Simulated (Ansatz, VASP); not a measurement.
## Cs: VASP beside Ansatz

Contents of INCAR:

```
SYSTEM = Cs
PREC = Accurate ; ENCUT = 520
EDIFF = 1E-8 ; ISMEAR = -1
SIGMA = 0.05 ; LREAL = .False.
LASPH = .True. ; NELM = 100
ALGO = Normal ; ISIF = 2
LWAVE = .False. ; LCHARG = .False.
GGA = PE ; LEFG = .True.
NBANDS = 16
```

File KPOINTS:

```
Automatic mesh
0
Gamma
  11 11 11
  0 0 0
```

Contents of POSCAR:

```
Cs
1.0
    0.0000000000      5.7717042268      5.7717042268
    5.7717042268      0.0000000000      5.7717042268
    5.7717042268      5.7717042268      0.0000000000
Cs
2
Direct
    0.0000000000      0.0000000000      0.0000000000
    0.2500000000      0.2500000000      0.2500000000
```

Input for Ansatz:

```yaml
crystal:
  lattice:
    - [0.0, 5.7717042268, 5.7717042268]
    - [5.7717042268, 0.0, 5.7717042268]
    - [5.7717042268, 5.7717042268, 0.0]
  atoms:
    - { symbol: Cs, position: [0.0, 0.0, 0.0] }
    - { symbol: Cs, position: [0.25, 0.25, 0.25] }
kpoints:
  mp_grid: { grid: [11, 11, 11] }
scf:
  occupations: { method: fermi_dirac, width: 0.05 }
hamiltonian:
  xc: pbe
  pseudopotentials: { kind: paw }
output:
  forces: true
  stress: true
  eigenvalues: true
  efg: { contact_densities: true }
```

Change from the starting cell: volume scaled by 1.02, PAW files.

Alike in both runs: task electric field gradients; functional PBE; k mesh 11 × 11 × 11; occupations fermi-dirac, width 0.05 eV; no spin polarisation.

```csv
,VASP,Ansatz
version,VASP 6.6.1,Ansatz 0.2.0
potentials or method,"VASP PAW PBE potentials, release 64 (Cs_sv)","PAW with Ansatz's default frozen-core files, scalar-relativistic"
plane-wave cutoff (eV),520,420
valence electrons in the cell,18,18
```

```csv
,VASP,Ansatz,Ansatz less VASP
pressure (GPa),0.0,0.0,0.00
Vzz of the field gradient on the site that differs most (V/Å²),0.0,0.0,0.00
```

Ansatz warned: «gradients_without_spin_orbit».

Caveats: spin-orbit coupling is left out, which moves the levels of the heavy elements; an odd mesh through Γ misses points on the zone boundary, where band edges often lie.
